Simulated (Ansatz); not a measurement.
# SnO2: stress in a strained cell

Aim: deform SnO2 (equal xy, yz and zx engineering shear strains of -1 %) and compute stress, forces and field gradients with LAPW, PAW and all-electron datasets made for the crystal.

Computed with Ansatz 0.2.0 (DFT LDA, scalar-relativistic, unless a step's input says otherwise).

## Step 1: Starting point

Symmetry: P4_2/mnm, No. 136, tetragonal system. The conventional cell has a = 4.737 Å, b = 4.737 Å, c = 3.186 Å, α = 90.00°, β = 90.00°, γ = 90.00°. Sn (site symmetry mmm) is surrounded by 6 O at 2.05 to 2.06 Å. O (site symmetry m2m) is surrounded by 3 Sn at 2.05 to 2.06 Å.

As a file:

```xyz
6
Lattice="4.7373 0.0000 0.0000 0.0000 4.7374 0.0000 0.0000 0.0000 3.1864" Properties=species:S:1:pos:R:3 pbc="T T T"
Sn    0.0000    0.0000    0.0000
Sn    2.3687    2.3687    1.5932
O     1.4478    1.4478    0.0000
O     0.9208    3.8165    1.5932
O     3.2895    3.2895    0.0000
O     3.8165    0.9208    1.5932
```

Atoms are numbered in the order of the input: Sn1, Sn2, O3, O4, O5, O6.

## Step 2: After the deformation

Space group P4_2/mnm before, C2/m after.

## Step 3: LAPW, all electrons

input.yaml

```yaml
crystal:
  lattice:
    - [4.73735, -0.02368675, -0.02368675]
    - [-0.02368675, 4.73735, -0.02368675]
    - [-0.015932, -0.015932, 3.1864]
  atoms:
    - { symbol: Sn, position: [0.0, 0.0, 0.0] }
    - { symbol: Sn, position: [0.5, 0.5, 0.5] }
    - { symbol: O, position: [0.30562, 0.30562, 0.0] }
    - { symbol: O, position: [0.19438, 0.80562, 0.5] }
    - { symbol: O, position: [0.69438, 0.69438, 0.0] }
    - { symbol: O, position: [0.80562, 0.19438, 0.5] }
kpoints:
  mp_grid: { grid: [4, 4, 6] }
  band_path:
    path:
      - [0.0, 0.0, 0.0]
      - [0.0, 0.0, 0.5]
      - [-0.4975230912, 0.4975230912, 0.5]
      - [-0.5024769088, -0.4975230912, 0.5]
      - [-0.5, -0.5, 0.5]
      - [0.0, 0.0, 0.0]
      - [-0.5, 0.5, 0.0]
      - [-0.5, 0.0, 0.5]
      - [0.0, 0.0, 0.0]
    npoints: 5
scf:
  occupations: { method: fermi_dirac, width: 0.03 }
hamiltonian:
  xc: lda
  pseudopotentials: { kind: all_electron, lapw: { basis_error: 0.001 } }
output:
  forces: true
  stress: true
  eigenvalues: true
```

On the command line:

```bash
$ ansatz run input.yaml --threads 2 --pin off --max-ram 8192MiB --backend cpu --events-out ev --progress --plain --runs-dir out
```

## Step 4: PAW on the default files

input.yaml

```yaml
crystal:
  lattice:
    - [4.73735, -0.02368675, -0.02368675]
    - [-0.02368675, 4.73735, -0.02368675]
    - [-0.015932, -0.015932, 3.1864]
  atoms:
    - { symbol: Sn, position: [0.0, 0.0, 0.0] }
    - { symbol: Sn, position: [0.5, 0.5, 0.5] }
    - { symbol: O, position: [0.30562, 0.30562, 0.0] }
    - { symbol: O, position: [0.19438, 0.80562, 0.5] }
    - { symbol: O, position: [0.69438, 0.69438, 0.0] }
    - { symbol: O, position: [0.80562, 0.19438, 0.5] }
kpoints:
  mp_grid: { grid: [4, 4, 6] }
scf:
  occupations: { method: fermi_dirac, width: 0.03 }
hamiltonian:
  xc: lda
  pseudopotentials: { kind: paw }
output:
  forces: true
  stress: true
  eigenvalues: true
  efg: { contact_densities: true }
```

## Step 5: All-electron PAW on datasets made for the crystal

Changes to input.yaml since step 4:

```diff
@@ -18,3 +18,3 @@
   xc: lda
-  pseudopotentials: { kind: paw }
+  pseudopotentials: { kind: all_electron, datasets: crystal }
 output:
```

(Steps that only read results are left out.)

**Question.** What will these runs give? Wanted: pressure; largest shear or deviatoric stress.

As calculated:

| quantity | value |
| --- | --- |
| pressure | LAPW -0.84, PAW -0.96, crystal datasets -0.84 GPa |
| largest shear or deviatoric stress (LAPW) | 2.07 GPa |

What this shows: The largest part of the stress beyond the pressure is 2.07 GPa in size, in the xy component; the atoms are carried along and not relaxed. No run of the undeformed cell stands beside it, so the pressure holds what the given cell had before the change. PAW: stress within 0.13 GPa of LAPW, forces within 1 meV/Å. Crystal datasets: stress within 0.01 GPa of LAPW, forces within 1 meV/Å.
